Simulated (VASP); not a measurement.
# TiO2 (Anatase) (I4_1/amd) in VASP: notebook

One crystal, TiO2 (Anatase), is run at these levels: PBE; tasks: single point.

Program: VASP 6.6.1. These are calculated values, not measurements. Logs are shortened: lines on timing, memory, paths and dates and some standing lists are left out, and cuts for length are marked.

## 1. The crystal as given

It takes space group I4_1/amd (No. 141, tetragonal). Conventional cell: a = 3.784 Å, b = 3.784 Å, c = 9.515 Å, α = 90.00°, β = 90.00°, γ = 90.00°. Ti (site symmetry -4m2) has 6 O at 1.93 to 1.98 Å as nearest neighbours. O (site symmetry 2mm) has 3 Ti at 1.93 to 1.98 Å as nearest neighbours.

## 2. Single point, PBE

Contents of INCAR:

```
SYSTEM = TiO2
ADDGRID = .FALSE.
ALGO = Normal
EDIFF = 1E-7
ENCUT = 460
GGA = PE
ISIF = 2
ISMEAR = 0
LASPH = .TRUE.
LCHARG = .FALSE.
LREAL = .FALSE.
LWAVE = .FALSE.
NELM = 100
PREC = Accurate
SIGMA = 0.1
```

Contents of KPOINTS:

```
k-points
0
G
  5 5 5
  0 0 0
```

Contents of POSCAR:

```
TiO2
1.0
   -1.8921000000      1.8921000000      4.7573000000
    1.8921000000     -1.8921000000      4.7573000000
    1.8921000000      1.8921000000     -4.7573000000
Ti O
2 4
Direct
    0.7634100000      0.2505420000      0.5022120000
    0.0240310000     -0.0225460000     -0.0109780000
    0.8032660000      0.7916050000      0.0039110000
    0.5255800000      0.0234350000      0.4817660000
    0.9615640000      0.4693800000      0.5068500000
    0.1853180000      0.2146180000     -0.0384270000
```

Potentials or basis: VASP PAW PBE potentials, release 64 (Ti, O).

The run is started by

```
> cat potpaw_PBE.64/Ti/POTCAR potpaw_PBE.64/O/POTCAR > POTCAR
> mpirun -np 1 vasp_std > vasp.out
```

OUTCAR:

```text
SYSTEM = TiO2
   EDIFF = 1E-7
   ENCUT = 460
   GGA = PE
   ISIF = 2
   ISMEAR = 0
   LASPH = .TRUE.
   LREAL = .FALSE.
   NELM = 100
   PREC = Accurate

 Found     63 irreducible k-points:

 Following reciprocal coordinates:
            Coordinates               Weight
  0.000000  0.000000  0.000000      1.000000
  0.200000 -0.000000  0.000000      2.000000
 -0.000000  0.200000  0.000000      2.000000
 -0.000000  0.200000 -0.200000      2.000000
  0.200000 -0.000000 -0.200000      2.000000
  0.400000  0.000000  0.000000      2.000000
   k-points           NKPTS =     63   k-points in BZ     NKDIM =     63   number of bands    NBANDS=     20
   number of dos      NEDOS =    301   number of ions     NIONS =      6
   total plane-waves  NPLWV =  64000
   dimension x,y,z NGX =    40 NGY =   40 NGZ =   40
   dimension x,y,z NGXF=    80 NGYF=   80 NGZF=   80
   ions per type =               2   4
   NGX,Y,Z   is equivalent  to a cutoff of  12.18, 12.18, 12.18 a.u.
   NGXF,Y,Z  is equivalent  to a cutoff of  24.37, 24.37, 24.37 a.u.
 SYSTEM =  TiO2
   PREC   = accura    normal or accurate (medium, high low for compatibility)
   ISTART =      0    job   : 0-new  1-cont  2-samecut
   ICHARG =      2    charge: 1-file 2-atom 10-const
   ISPIN  =      1    spin polarized calculation?
   LNONCOLLINEAR =      F non collinear calculations
   LSORBIT =      F    spin-orbit coupling
   LASPH  =      T    aspherical Exc in radial PAW
   ENCUT  =  460.0 eV  33.81 Ry    5.81 a.u.   9.55  9.55  9.55*2*pi/ulx,y,z
   NELM   =    100;   NELMIN=  2; NELMDL= -5     # of ELM steps
   EDIFF  = 0.1E-06   stopping-criterion for ELM
   LREAL  =      F    real-space projection
   EDIFFG = 0.1E-05   stopping-criterion for IOM
   NSW    =      0    number of steps for IOM
   IBRION =     -1    ionic relax: 0-MD 1-quasi-New 2-CG
   NFREE  =      0    steps in history (QN), initial steepest desc. (CG)
   ISIF   =      2    stress and relaxation
   ISYM   =      2    0-nonsym 1-usesym 2-fastsym
   POTIM  = 0.5000    time-step for ionic-motion
   TEBEG  =    0.0;   TEEND  =   0.0 temperature during run
   PSTRESS=    0.0 pullay stress
   NELECT =      32.0000    total number of electrons
   NUPDOWN=      -1.0000    fix difference up-down
   EMIN   =  10.00;   EMAX   =-10.00  energy-range for DOS
   EFERMI =   0.00;   METHOD = LEGACY
   ISMEAR =     0;   SIGMA  =   0.10  broadening in eV -4-tet -1-fermi 0-gaus
   EFERMI_NEDOS =   21; number of points for ismear=-14 and -15
   IALGO  =     38    algorithm
   IMIX   =      4    mixing-type and parameters
     AMIX     =   0.40;   BMIX     =  1.00
     AMIX_MAG =   1.60;   BMIX_MAG =  1.00
  volume/ion in A,a.u.               =      11.35        76.62
  Fermi-wavevector in a.u.,A,eV,Ry     =   1.272590  2.404847 22.034444  1.619486
  Thomas-Fermi vector in A             =   2.405460
   LORBIT       =      0    0 simple, 1 ext, 2 COOP (PROOUT), +10 PAW based schemes
   GGA     = PE    functional components
   LHFCALC =     F    Hartree Fock is set to
   AEXX    =    0.0000 exact exchange contribution
   IVDW    =     0    specifies the selected vdW correction
   LEPSILON=     F    determine dielectric tensor
   LRPA    =     F    only Hartree local field effects (RPA)
 non-spin polarized calculation
 Gauss-broadening in eV      SIGMA  =   0.10
  energy-cutoff  :      460.00
  volume of cell :       68.13
 maximum number of plane-waves:      1547
 NGX is ok and might be reduce to    40
   NGX = 19   NGY = 19   NGZ = 19

 number of electron      32.0000003 magnetization

 Free energy of the ion-electron system (eV)
  ---------------------------------------------------
  ext. energy  EPLUGINS =         0.00000000
  ---------------------------------------------------
  free energy    TOTEN  =       -52.51203670 eV

  energy without entropy =      -52.51203670  energy(sigma->0) =      -52.51203670

 E-fermi :   1.2102     XC(G=0): -10.5288

 val. band max:        0.7800606241   @ k =   0.0000   0.0000  -0.4000
 cond. band min:       2.9960013599   @ k =   0.0000   0.0000   0.0000
 fundamental gap:      2.2159407357
 Fermi energy:         1.2102162035

 k-point     1 :       0.0000    0.0000    0.0000
  band No.  band energies     occupation
      1     -16.9494      2.00000
      2     -16.0536      2.00000
      3     -15.8427      2.00000
      4     -15.5294      2.00000
      5      -3.1880      2.00000
      6      -3.0602      2.00000
[... 12 lines left out ...]
     19       4.2135      0.00000
     20       4.4020      0.00000

 k-point     2 :       0.2000   -0.0000    0.0000
  band No.  band energies     occupation
      1     -16.7741      2.00000
      2     -15.9664      2.00000
      3     -15.7568      2.00000
      4     -15.5040      2.00000
      5      -3.3667      2.00000
      6      -3.1747      2.00000
[... 12 lines left out ...]
     19       3.9160      0.00000
     20       4.2927      0.00000

 k-point     3 :      -0.0000    0.2000    0.0000
  band No.  band energies     occupation
      1     -16.7686      2.00000
      2     -15.9958      2.00000
      3     -15.7898      2.00000
      4     -15.5000      2.00000
      5      -3.6312      2.00000
      6      -3.1084      2.00000
[... 12 lines left out ...]
     19       3.8955      0.00000
     20       4.1805      0.00000

 k-point     4 :      -0.0000    0.2000   -0.2000
  band No.  band energies     occupation
      1     -16.7682      2.00000
      2     -15.9684      2.00000
      3     -15.7614      2.00000
      4     -15.5042      2.00000
      5      -3.3719      2.00000
      6      -3.2070      2.00000
[... 12 lines left out ...]
     19       3.8926      0.00000
     20       4.2935      0.00000

 k-point     5 :       0.2000   -0.0000   -0.2000
  band No.  band energies     occupation
      1     -16.7717      2.00000
      2     -15.9946      2.00000
      3     -15.7871      2.00000
      4     -15.5007      2.00000
      5      -3.6144      2.00000
      6      -3.1386      2.00000
[... 12 lines left out ...]
     19       3.9340      0.00000
     20       4.1397      0.00000

 k-point     6 :       0.4000    0.0000    0.0000
  band No.  band energies     occupation
      1     -16.5038      2.00000
      2     -15.7850      2.00000
      3     -15.6425      2.00000
      4     -15.4242      2.00000
      5      -3.9046      2.00000
      6      -3.3869      2.00000
[... 12 lines left out ...]
     19       4.2663      0.00000
     20       4.5781      0.00000

 [... further k-points ...]
[... 5 lines left out ...]
  --------------------------------------------------------------------------------------
  -------------------------------------------------------------------------------------
  Total        5.3000861      7.5739649      1.1191333      0.1873994      0.3616697      0.4104051
  in kB      124.6478545    178.1251183     26.3198679      4.4072752      8.5057772      9.6519400
  external PRESSURE =     109.6976135 kB  Pullay stress =       0.0000000 kB

 VOLUME and BASIS-vectors are now :
 -----------------------------------------------------------------------------
  energy-cutoff  :      460.00
  volume of cell :       68.13
      direct lattice vectors                 reciprocal lattice vectors
    -1.892100000  1.892100000  4.757300000     0.000000000  0.264256646  0.105101633
     1.892100000 -1.892100000  4.757300000     0.264256646  0.000000000  0.105101633
     1.892100000  1.892100000 -4.757300000     0.264256646  0.264256646  0.000000000

 POSITION                                       TOTAL-FORCE (eV/Angst)
 -----------------------------------------------------------------------------------
     -0.02016      1.92063      2.43450         0.093429     -1.692948      0.030553
      3.67530      0.06736      0.05929         1.314023     -0.984753     -0.405965
     -0.01466      0.02946      7.56867         0.151687     -0.551442     -0.024762
     -0.03856      1.86166      0.31992         0.273822      0.587985      1.247927
      0.02775      1.89027      4.39619        -1.812797     -0.239690      0.138485
      1.87483      1.76395     -2.67188        -0.020165      2.880848     -0.986239
 -----------------------------------------------------------------------------------
    total drift:                               -0.000133      0.000327     -0.000492

  FREE ENERGIE OF THE ION-ELECTRON SYSTEM (eV)
  ---------------------------------------------------
  free  energy   TOTEN  =       -52.5120367028 eV

  energy  without entropy=      -52.5120367028  energy(sigma->0) =      -52.51203670
```

Run time: 1.8 min. Hardware: 1 thread of Intel Xeon Platinum 8488C (Sapphire Rapids), shared host; peak memory 0.26 GiB.

These settings aren't checked as converged: the numbers below hold their error.

What came out:

```yaml
Free_energy: -52.5120 eV
Pressure: 11.0 GPa
Largest_force: 3.045 eV/Å
Band_gap_on_the_k_mesh: 2.22 eV, indirect (least direct gap 2.63 eV)
```

Caveat: the k mesh is coarse (spacing up to 0.47 Å⁻¹), so the values aren't converged; the cutoff is under 1.25 times the usual one of these potentials, so pressure, stress and relaxed cells hold a basis-set (Pulay) error; an odd mesh through Γ misses points on the zone boundary, where band edges often lie.

## 3. Single point, PBE

INCAR: that of step 2 with these lines changed.

```diff
@@ -14,2 +14,2 @@
 PREC = Accurate
-SIGMA = 0.1
+SIGMA = 0.01
```

KPOINTS is that of step 2.

Contents of POSCAR:

```
TiO2
1.0
   -1.8921000000      1.8921000000      4.7573000000
    1.8921000000     -1.8921000000      4.7573000000
    1.8921000000      1.8921000000     -4.7573000000
Ti O
2 4
Direct
    0.7500000000      0.2500000000      0.5000000000
    0.0000000000      0.0000000000      0.0000000000
    0.7919000000      0.7919000000      0.0000000000
    0.5419000000      0.0419000000      0.5000000000
    0.9581000000      0.4581000000      0.5000000000
    0.2081000000      0.2081000000      0.0000000000
```

Potentials or basis: VASP PAW PBE potentials, release 64 (Ti, O).

The run is started by

```
> cat potpaw_PBE.64/Ti/POTCAR potpaw_PBE.64/O/POTCAR > POTCAR
> mpirun -np 1 vasp_std > vasp.out
```

It took 32 s on 1 thread of Intel Xeon Platinum 8488C (Sapphire Rapids), shared host; peak memory 0.23 GiB.

The run converged, but some of its settings lie outside the range that counts as converged, so its numbers aren't taken as properties of the crystal.

What came out:

```
Free energy            : -52.9274 eV
Pressure               : 7.6 GPa
Largest force          : 0.163 eV/Å
Band gap on the k mesh : 1.95 eV, indirect (least direct gap 2.27 eV)
```

Caveat: the k mesh is coarse (spacing up to 0.47 Å⁻¹), so the values aren't converged; the cutoff is under 1.25 times the usual one of these potentials, so pressure, stress and relaxed cells hold a basis-set (Pulay) error; an odd mesh through Γ misses points on the zone boundary, where band edges often lie.

## 4. Single point, PBE

INCAR is that of step 3.

KPOINTS is that of step 3.

Contents of POSCAR:

```
TiO2
1.0
   -1.8921000000      1.8921000000      4.7573000000
    1.8921000000     -1.8921000000      4.7573000000
    1.8921000000      1.8921000000     -4.7573000000
Ti O
2 4
Direct
    0.7634100000      0.2505420000      0.5022120000
    0.0240310000     -0.0225460000     -0.0109780000
    0.8032660000      0.7916050000      0.0039110000
    0.5255800000      0.0234350000      0.4817660000
    0.9615640000      0.4693800000      0.5068500000
    0.1853180000      0.2146180000     -0.0384270000
```

The run is started by

```
> cat potpaw_PBE.64/Ti/POTCAR potpaw_PBE.64/O/POTCAR > POTCAR
> mpirun -np 1 vasp_std > vasp.out
```

Run time: 1.8 min. Hardware: 1 thread of Intel Xeon Platinum 8488C (Sapphire Rapids), shared host; peak memory 0.26 GiB.

The run converged, but some of its settings lie outside the range that counts as converged, so its numbers aren't taken as properties of the crystal.

What came out:

```
Free energy            : -52.5120 eV
Pressure               : 11.0 GPa
Largest force          : 3.045 eV/Å
Band gap on the k mesh : 2.22 eV, indirect (least direct gap 2.63 eV)
```

Caveat: the k mesh is coarse (spacing up to 0.47 Å⁻¹), so the values aren't converged; the cutoff is under 1.25 times the usual one of these potentials, so pressure, stress and relaxed cells hold a basis-set (Pulay) error; an odd mesh through Γ misses points on the zone boundary, where band edges often lie.
